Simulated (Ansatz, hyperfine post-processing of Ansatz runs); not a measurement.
# Reading the 31P spectrum of LiCrP2O7

Calculated values: DFT, r2SCAN, plane-wave PAW, default files (PAW set soft_2), collinear spin, scalar-relativistic (Ansatz), contact and point-dipole shifts scaled to 330 K with Θ = 0 K (a pure Curie law); spin-only moments, above the ordering temperature.

```xyz
22
Lattice="3.2456 -4.1633 0.0000 3.2456 4.1633 0.0000 -1.9563 0.0000 8.8015" Properties=species:S:1:pos:R:3 pbc="T T T"
Cr    1.2741   -1.4460    8.8063
Cr    2.2523    1.4460    4.4055
P     0.0370   -0.0535    6.1887
P     1.0152    0.0535    1.7880
P     3.5049    0.0838    7.0223
P     4.4830   -0.0838    2.6215
O     0.1068   -1.3409    5.3824
O     0.4248    1.1828    5.3670
O     0.7786   -0.0580    7.5310
O     1.0849    1.3409    0.9816
O     1.4029   -1.1828    0.9662
O     1.7568    0.0580    3.1302
O     1.7834   -4.0505    6.6241
O     2.7616    4.0505    2.2234
O     2.7946    0.0478    5.6621
O     3.3397    1.3679    7.8321
O     3.1835   -1.1737    7.8335
O     3.7728   -0.0478    1.2613
O     4.3179   -1.3679    3.4314
O     4.1617    1.1737    3.4327
Li    2.3343   -1.6598    4.3636
Li    1.3562    1.6598    8.7644
```

31P MAS at 7.05 T (121.6 MHz), 60 kHz, 330 K; contact and dipolar shift alone, no orbital or quadrupolar part; lines under 1.5 % of the strongest are left out. NMR lines, with heights relative to the strongest:

```csv
position (ppm),intensity
5806.4,2.5
6047.3,2.6
6299.7,100
6540.6,100
6793.1,2.8
7033.9,2.8
```

**Question.** Which lines are isotropic ones rather than spinning sidebands, and which P atoms give them?

Sidebands are spaced by 493 ppm (the spinning rate over the resonance of 121.6 MHz). An isotropic line need not be the tallest: it is the area-weighted centre of its own family of sidebands, and the one that stays put when the rate is changed. Isotropic shifts: 6541 ppm for atom 3 and the 1 atom equivalent to it (3 Cr through links of 125° (1), 134° (1) and 144° (1)), reduced anisotropy -289 ppm; 6300 ppm for atom 5 and the 1 atom equivalent to it (3 Cr through links of 122° (1) and 133 to 138° (2)), reduced anisotropy -295 ppm. The families' total areas stand as 1:1; where areas are equal the match rests on the calculation.

[Logs are printed without paths, hosts, clocks, repeated set-up lines and the standing remarks that a program may print on its own settings, such as how far it seeks lower states.]

[Hosts, paths, dates, database ids (printed as entryN), source tags and the programs' standing remarks are cut or masked in the printed files.]
